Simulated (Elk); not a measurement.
# CaSe: optical spectrum from first principles

Wanted: where CaSe starts to absorb, how strongly, and its refractive index. The cell comes from an older database entry, whose edges can differ from later determinations, mostly by under a per cent.

Program: Elk 11.2.3 (patched build). Level of theory: DFT, LDA, all-electron APW+lo, Dirac cores, scalar-relativistic bands, independent-particle optical response without local fields. Results are calculated unless marked as measured.

The database entry behind the starting cell differs from later determinations by our own check (0.1 to 0.3 % short, probably kX units), so it need not match the best structure at ambient conditions.

**1. The structure**

Symmetry: Fm-3m, No. 225, cubic system. Conventional cell: a = 5.912 Å, b = 5.912 Å, c = 5.912 Å, α = 90.00°, β = 90.00°, γ = 90.00°. Nearest to Se lie 6 Ca at 2.96 Å. Nearest to Ca lie 6 Se at 2.96 Å. Farther neighbours and most contacts between anions are not listed.

**2. Ground state**

First the ground state: is it a metal or has it a gap?

This step: DFT, LDA, all-electron APW+lo, Dirac cores, scalar-relativistic bands, ground state (Elk 11.2.3 (patched build)).

elk.in reads:

```
tasks
  0
  120

xctype
  3

nempty
  12

lorbcnd
  .true.

rgkmax
  7.0

swidth
  0.0018375

maxscl
  100

epsengy
  1e-05

sppath
  './'

avec
  0.000000000000 5.586030424394 5.586030424394
  5.586030424394 0.000000000000 5.586030424394
  5.586030424394 5.586030424394 0.000000000000

atoms
  2
  'Se.in'
  1
  0.500000000000 0.500000000000 0.500000000000   0.000 0.000 0.000
  'Ca.in'
  1
  0.000000000000 0.000000000000 0.000000000000   0.000 0.000 0.000

ngridk
  9 9 9
```

Run with:

```bash
$ OMP_NUM_THREADS=4 elk
```

Numbers of over 12 decimals in the logs are rounded to 6 here.

The log of the run:

```text
┌─────────────────────────┐
│ Elk code version 11.2.3 │
└─────────────────────────┘

All units are atomic (Hartree, Bohr, etc.)

┌─────────────────────────────────────────────────┐
│ Ground-state run starting from atomic densities │
└─────────────────────────────────────────────────┘

Lattice vectors :
   0.000000000       5.586030424       5.586030424
   5.586030424       0.000000000       5.586030424
   5.586030424       5.586030424       0.000000000

Reciprocal lattice vectors :
 -0.5624016367      0.5624016367      0.5624016367
  0.5624016367     -0.5624016367      0.5624016367
  0.5624016367      0.5624016367     -0.5624016367

Unit cell volume      :    348.6100362
Brillouin zone volume :   0.7115406548

Muffin-tin inner radius fraction :   0.1000000000E-01

Nuclei treated as point charges

Species : 1 (Se)
 parameters loaded from : Se.in
 name : selenium
 nuclear charge    :   -34.00000000
 electronic charge :    34.00000000
 atomic mass :    143935.2749
 muffin-tin radius :    2.400000000
 number of radial points in muffin-tin :    497
 inner part over the whole radius :   0.9976188588E-02
 number on inner part of muffin-tin    :    352
 approximate nuclear radius :   0.7785908700E-04
 number of mesh points to nuclear radius :    172
 atomic positions (lattice), magnetic fields (Cartesian) :
  1 :   0.00000000  0.00000000  0.00000000    0.00000000  0.00000000  0.00000000

Species : 2 (Ca)
 parameters loaded from : Ca.in
 name : calcium
 nuclear charge    :   -20.00000000
 electronic charge :    20.00000000
 atomic mass :    73057.72475
 muffin-tin radius :    2.400000000
 number of radial points in muffin-tin :    497
 inner part over the whole radius :   0.9816249601E-02
 number on inner part of muffin-tin    :    349
 approximate nuclear radius :   0.6614485811E-04
 number of mesh points to nuclear radius :    161
 atomic positions (lattice), magnetic fields (Cartesian) :
  1 :   0.50000000  0.50000000  0.50000000    0.00000000  0.00000000  0.00000000

Total number of atoms per unit cell :    2
Total muffin-tin volume :    115.8116716
 ratio of muffin-tin to unit cell volume :   0.3322098034

Spin treatment :
 spin-unpolarised

Number of Bravais lattice symmetries :   48
Number of crystal symmetries         :   48
Crystal has inversion symmetry
Real symmetric eigensolver will be used

k-point grid :      9     9     9
k-point offset :    0.000000000       0.000000000       0.000000000
k-point set is reduced with full crystal symmetry group
Total number of k-points :       35

Muffin-tin radius times maximum |G+k| :    7.000000000
 using average radius
Maximum |G+k| for APW functions       :    2.916666667
Maximum (1/2)|G+k|²                   :    4.253472222
Maximum |G| for potential and density :    12.00000000
Constant for pseudocharge density :    7
 order of it for each species :   14  14
 order of it for pair densities of each species (exact exchange by exxq0 0: 14) :   10  10
Radial integration step length :    1

G-vector grid sizes :     32    32    32
Number of G-vectors :    10081

Maximum angular momentum used for
 APW functions            :    8
 outer part of muffin-tin :    6
 inner part of muffin-tin :    2

Total nuclear charge    :   -54.00000000
Total core charge       :    28.00000000
Total valence charge    :    26.00000000
Total excess charge     :    0.000000000
Total electronic charge :    54.00000000

Effective Wigner radius, rₛ :    1.155098905

Number of empty states         :     24
Total number of valence states :     38
Total number of core states    :     28

Conduction state local-orbitals added automatically
Third-order local-orbitals added for an l without core states : F
Total number of local-orbitals :    121

Exchange-correlation functional :      3     0     0
 Perdew-Wang/Ceperley-Alder, Phys. Rev. B 45, 13244 (1992)
 gradient requirement :    0
 local density approximation (LDA)

Smearing type :    3
 Fermi-Dirac
Smearing width :   0.1837500000E-02
Effective electronic temperature (K) :    580.2366081

Mixing type :    3
 Broyden mixing, J. Phys. A: Math. Gen. 17, L317 (1984)

Kohn-Sham potential initialised from atomic data

┌──────────────────────────────┐
│ Self-consistent loop started │
└──────────────────────────────┘

┌─────────────────┐
│ Loop number : 1 │
└─────────────────┘

Energies :
 Fermi                       :     0.60582902985396E-01
 sum of occupied eigenvalues :     -1805.5387754884
 electron kinetic            :      3167.8380895918
 core electron kinetic       :      2913.4912992535
 Coulomb                     :     -6154.6784714558
 Coulomb potential           :     -4808.8735186986
 nuclear-nuclear             :     -385.60844914608
 electron-nuclear            :     -6736.8508207934
 Hartree                     :      967.78079848368
 Madelung                    :     -3750.2417121065
 xc potential                :     -164.50334638169
 exchange                    :     -114.78272053777
 correlation                 :     -4.684626
 electron entropic           :    -0.37413133982658E-11
 total energy                :     -3106.3077285621

Density of states at Fermi energy :   0.5444976025E-07
 (states/Hartree/unit cell)

Estimated indirect band gap :   0.8892856997E-01
 from k-point 1 to k-point 24
Estimated direct band gap   :   0.1204031649
 at k-point 24

Charges :
 core                        :    28.00000000
 valence                     :    26.00000000
 interstitial                :    3.109835704
 muffin-tins (core leakage)
  species : 1 (Se)
   atom 1                    :    32.74195675     (  0.5467026470E-04)
  species : 2 (Ca)
   atom 1                    :    18.14820755     ( -0.3473909322E-05)
 total in muffin-tins        :    50.89016430
 total calculated charge     :    53.99999591
 total charge                :    54.00000000
 error                       :   0.4087245621E-05

┌─────────────────┐
│ Loop number : 2 │
└─────────────────┘

Energies :
 Fermi                       :     0.61657671489998E-01
 sum of occupied eigenvalues :     -1805.4806091240
 electron kinetic            :      3167.4697864885
 core electron kinetic       :      2913.3012982637
 Coulomb                     :     -6154.6668958296
 Coulomb potential           :     -4808.8935551709
 nuclear-nuclear             :     -385.60844914608
 electron-nuclear            :     -6736.8074233234
 Hartree                     :      967.74897663992
 Madelung                    :     -3750.2201182441
 xc potential                :     -164.05684044158
 exchange                    :     -114.78155576728
 correlation                 :     -4.684574
 electron entropic           :    -0.37400059659340E-11
 total energy                :     -3106.6632390469

Density of states at Fermi energy :   0.5444923883E-07
 (states/Hartree/unit cell)

Estimated indirect band gap :   0.8856238594E-01
 from k-point 1 to k-point 24
Estimated direct band gap   :   0.1200855922
 at k-point 24

Charges :
 core                        :    28.00000000
 valence                     :    26.00000000
 interstitial                :    3.112026968
 muffin-tins (core leakage)
  species : 1 (Se)
   atom 1                    :    32.73896148     (  0.5467970206E-04)
  species : 2 (Ca)
   atom 1                    :    18.14901155     ( -0.3473910915E-05)
 total in muffin-tins        :    50.88797303
 total calculated charge     :    53.99999591
 total charge                :    54.00000000
 error                       :   0.4092060607E-05

RMS change in Kohn-Sham potential (target) :   0.8732208636E-01 (  0.1000000000E-05)
Absolute change in total energy (target)   :   0.3555104848     (  0.1000000000E-04)

[... 12 loops left out ...]

┌──────────────────┐
│ Loop number : 15 │
└──────────────────┘

Energies :
 Fermi                       :     0.163086
 sum of occupied eigenvalues :     -1800.2590192421
 electron kinetic            :      3167.7955906317
 core electron kinetic       :      2913.7226666949
 Coulomb                     :     -6154.3902711618
 Coulomb potential           :     -4809.9264354884
 nuclear-nuclear             :     -385.60844914608
 electron-nuclear            :     -6735.2016769697
 Hartree                     :      966.41985495397
 Madelung                    :     -3749.4270534176
 xc potential                :     -158.12817438540
 exchange                    :     -114.73530513133
 correlation                 :     -4.681988
 electron entropic           :    -0.48572158598848E-11
 total energy                :     -3106.0119732326

Density of states at Fermi energy :   0.7159820409E-07
 (states/Hartree/unit cell)

Estimated indirect band gap :   0.7169835974E-01
 from k-point 1 to k-point 24
Estimated direct band gap   :   0.1057173192
 at k-point 24

Charges :
 core                        :    28.00000000
 valence                     :    26.00000000
 interstitial                :    3.236154428
 muffin-tins (core leakage)
  species : 1 (Se)
   atom 1                    :    32.58960448     (  0.5393828170E-04)
  species : 2 (Ca)
   atom 1                    :    18.17424109     ( -0.3474016331E-05)
 total in muffin-tins        :    50.76384557
 total calculated charge     :    53.99999570
 total charge                :    54.00000000
 error                       :   0.4298993332E-05

RMS change in Kohn-Sham potential (target) :   0.1558745206E-07 (  0.1000000000E-05)
Absolute change in total energy (target)   :   0.8955182693E-05 (  0.1000000000E-04)

Convergence targets achieved

┌──────────────────┐
│ Loop number : 16 │
└──────────────────┘

Energies :
 Fermi                       :     0.163086
 sum of occupied eigenvalues :     -1800.2590192459
 electron kinetic            :      3167.7955907321
 core electron kinetic       :      2913.7226667294
 Coulomb                     :     -6154.3902710979
 Coulomb potential           :     -4809.9264354870
 nuclear-nuclear             :     -385.60844914608
 electron-nuclear            :     -6735.2016768477
 Hartree                     :      966.41985489584
 Madelung                    :     -3749.4270533544
 xc potential                :     -158.12817449096
 exchange                    :     -114.73530512983
 correlation                 :     -4.681988
 electron entropic           :    -0.48572153312369E-11
 total energy                :     -3106.0119730665

Density of states at Fermi energy :   0.7159819731E-07
 (states/Hartree/unit cell)

Estimated indirect band gap :   0.7169836074E-01
 from k-point 1 to k-point 24
Estimated direct band gap   :   0.1057173206
 at k-point 24

Charges :
 core                        :    28.00000000
 valence                     :    26.00000000
 interstitial                :    3.236154458
 muffin-tins (core leakage)
  species : 1 (Se)
   atom 1                    :    32.58960447     (  0.5393828081E-04)
  species : 2 (Ca)
   atom 1                    :    18.17424108     ( -0.3474016772E-05)
 total in muffin-tins        :    50.76384554
 total calculated charge     :    53.99999570
 total charge                :    54.00000000
 error                       :   0.4298993289E-05

┌──────────────────────────────┐
│ Self-consistent loop stopped │
└──────────────────────────────┘

Wrote STATE.OUT
```

Wall time 4.9 s (4 threads of Intel Xeon Platinum 8488C (Sapphire Rapids), shared host); peak memory 0.11 GiB.

Numbers from this step:

| Item | Value |
| --- | --- |
| total energy | -3106 Ha |
| Fermi energy | 4.438 eV |
| DOS at the Fermi level | 2.63e-9 states/eV/cell |
| gap on the k-mesh | 1.951 eV |
| direct gap on the mesh | 2.877 eV |

There is a gap, 1.95 eV on this mesh (points off the mesh can give less), so no carriers' term is needed.

**3. Independent particles**

The spectrum is a sum over vertical transitions between filled and empty bands at the fixed density, so many empty bands are needed.

This step: DFT, LDA, all-electron APW+lo, Dirac cores, scalar-relativistic bands, independent-particle optical response without local fields (Elk 11.2.3 (patched build)).

elk.in: that of step 2 with these lines changed.

```diff
@@ -1,4 +1,6 @@
 tasks
-  0
-  120
+  121
+
+optcomp
+  1 1
 
@@ -17,9 +19,7 @@
 swidth
-  0.0018375
+  0.0055124
 
-maxscl
-  100
-
-epsengy
-  1e-05
+wplot
+  400 100 0
+  0.0 0.58799
```

Run with:

```bash
$ OMP_NUM_THREADS=4 elk
```

The log of the run:

```text
┌─────────────────────────────────┐
│ Elk code version 11.2.3 started │
└─────────────────────────────────┘

┌────────────────────┐
│ Current task : 121 │
└────────────────────┘

Info(findsymcrys): atomic basis shift (lattice) :
  0.5000000000      0.5000000000      0.5000000000
See GEOMETRY.OUT for new atomic positions

Info(dielectric):
 dielectric tensor written to EPSILON_ij.OUT
 optical conductivity written to SIGMA_ij.OUT
 for components
  i = 1, j = 1

┌──────────────────┐
│ Elk code stopped │
└──────────────────┘
```

It took 0.95 s on 4 threads; peak memory 0.04 GiB.

This step gave:

```
electronic dielectric constant ε∞, mean over x, y and z (by symmetry where fewer were run) : 6.263
main peak of Im epsilon, first axis                                                        : 4.700 eV
```

The Im ε, E ∥ x has structure finer than the step of the table below, so its rows give means over 0.5 eV, whole bins alone (the curve runs from 0 to 16.0 eV). Peaks (eV: height): 4.68: 9.07, 5.48: 8.52, 7.16: 7.45.

Values under the direct gap are tails of Lorentzian lines. The Im ε, E ∥ x by photon energy; means over each step:

photon energy (eV), Im ε, E ∥ x and a bar:
```
      0.5       0.03 
      1.0       0.07 
      1.5       0.13 
      2.0       0.24 #
      2.5       0.63 ##
      3.0       2.61 ##########
      3.5       5.40 ####################
      4.0       6.94 ##########################
      4.5       7.68 ############################
      5.0       7.61 ############################
      5.5       8.12 ##############################
      6.0       7.66 ############################
      6.5       7.19 ###########################
      7.0       6.80 #########################
      7.5       5.44 ####################
      8.0       4.02 ###############
      8.5       2.98 ###########
      9.0       2.47 #########
      9.5       1.41 #####
     10.0       1.28 #####
     10.5       1.36 #####
     11.0       1.50 #####
     11.5       1.69 ######
     12.0       1.18 ####
     12.5       0.87 ###
     13.0       0.72 ###
     13.5       0.55 ##
     14.0       0.82 ###
     14.5       0.82 ###
     15.0       0.62 ##
     15.5       0.52 ##
```

Table of Re ε, E ∥ x by photon energy:

```csv
photon energy (eV),"Re ε, E ∥ x"
0.0,6.26
0.5,6.32
1.0,6.49
1.5,6.82
2.0,7.40
2.5,8.54
3.0,9.89
3.5,9.75
4.0,7.22
4.5,6.50
5.0,4.25
5.5,2.70
6.0,1.40
6.5,-0.345
7.0,0.167
7.5,-2.11
8.0,-2.09
8.5,-2.24
9.0,-1.81
9.5,-1.16
10.0,-0.783
10.5,-0.224
11.0,-0.0266
11.5,-0.327
12.0,-0.727
12.5,-0.506
13.0,-0.191
13.5,0.119
14.0,0.186
14.5,0.0298
15.0,-0.00599
15.5,0.175
```

The refractive index n and extinction k by photon energy:

```csv
photon energy (eV),n,k
0,2.50,0
1,2.55,0.0143
2,2.72,0.0434
3,3.17,0.404
4,2.92,1.14
5,2.50,1.41
6,2.09,1.72
7,1.82,1.78
8,1.06,1.79
9,0.829,1.58
10,0.574,1.05
11,0.865,0.880
12,0.526,1.00
13,0.557,0.708
14,0.736,0.597
15,0.540,0.546
```

The loss function −Im 1/ε at q → 0, E ∥ x has structure finer than the step of the table below, so its rows give means over 0.5 eV, whole bins alone (the curve runs from 0 to 16.0 eV). Peaks (eV: height): 13.40: 2.05, 15.12: 1.86.

Values under the direct gap are tails of Lorentzian lines. The loss function −Im 1/ε at q → 0, E ∥ x by energy loss; means over each step:

```csv
energy loss (eV),"loss function −Im 1/ε at q → 0, E ∥ x"
0.5,8.3e-4
1.0,0.00173
1.5,0.00282
2.0,0.00437
2.5,0.00823
3.0,0.0244
3.5,0.0453
4.0,0.0680
4.5,0.0782
5.0,0.101
5.5,0.108
6.0,0.125
6.5,0.139
7.0,0.146
7.5,0.162
8.0,0.195
8.5,0.230
9.0,0.265
9.5,0.400
10.0,0.598
10.5,0.709
11.0,0.662
11.5,0.562
12.0,0.664
12.5,0.924
13.0,1.28
13.5,1.71
14.0,1.13
14.5,1.21
15.0,1.63
15.5,1.74
```

The reflectivity at normal incidence, E ∥ x has structure finer than the step of the table below, so its rows give means over 0.5 eV, whole bins alone (the curve runs from 0 to 16.0 eV). Peaks (eV: height): 7.40: 44.8, 8.48: 47.1, 9.28: 53.2, 11.96: 37.3, 13.20: 28.9, 14.92: 19.3.

The reflectivity at normal incidence, E ∥ x by photon energy; means over each step:

photon energy (eV), reflectivity at normal incidence, E ∥ x (%) and a bar from the least value:
```
      0.5       18.6 ######
      1.0       19.0 #######
      1.5       19.9 #######
      2.0       21.4 #########
      2.5       24.2 ###########
      3.0       27.9 ###############
      3.5       30.2 #################
      4.0       30.6 #################
      4.5       31.5 ##################
      5.0       31.3 ##################
      5.5       33.4 ####################
      6.0       33.9 ####################
      6.5       36.1 ######################
      7.0       37.2 #######################
      7.5       42.5 ############################
      8.0       43.3 #############################
      8.5       44.8 ##############################
      9.0       43.7 #############################
      9.5       44.1 #############################
     10.0       33.9 ####################
     10.5       22.9 ##########
     11.0       20.8 ########
     11.5       24.6 ############
     12.0       33.3 ####################
     12.5       32.0 ##################
     13.0       25.6 #############
     13.5       16.7 #####
     14.0       11.7 
     14.5       15.3 ###
     15.0       17.6 #####
     15.5       12.9 #
```

At chosen wavelengths:

```csv
wavelength (nm),n,k,R (%),1/α
1550,2.53,0.011,18.8,11 µm
1064,2.56,0.017,19.3,4.9 µm
633,2.71,0.041,21.2,1.2 µm
450,3.10,0.210,26.4,170 nm
365,3.17,0.735,29.3,39 nm
308,2.93,1.145,30.0,21 nm
248,2.50,1.414,29.8,14 nm
```

Below the direct gap, k and the depth come from the tails of the Lorentzian lines, not from transitions.

Rows near the edge hang on the gap, which this functional as a rule makes too small, and phonon-assisted absorption is left out.

**4. What came out**

```
electronic dielectric constant ε∞, mean over x, y and z (by symmetry where fewer were run) (independent particles) : 6.26
main peak of Im epsilon, first axis                                                                                : 4.70 eV
```

**Reading.** At this level (LDA, independent particles) CaSe has ε∞ = 6.26 and n = 2.53 at 1550 nm, and Im ε peaks at 4.7 eV. On the mesh the gap is 1.95 eV and the least direct gap 2.88 eV, so on this mesh the band edges lie at different points. Distinct maxima of Im ε, read by a parabola through the highest points, lie at 4.70 eV (9.1), 5.46 eV (8.5), 5.82 eV (8.2) and 6.33 eV (7.9). Excitons and phonon-assisted transitions are missing, and so are local fields; LDA gaps are as a rule too small, which pulls the onset down and ε∞ up. The sum runs over mesh points, so small or evenly spaced maxima can still be ripples of the mesh.

[Machine, clock and banner lines and Python warnings are left out of the logs.]

[Logs are printed without paths, hosts, clocks, repeated set-up lines and the standing remarks that a program may print on its own settings, such as how far it seeks lower states.]

[Hosts, paths, dates, database ids (printed as entryN), source tags and the programs' standing remarks are cut or masked in the printed files.]
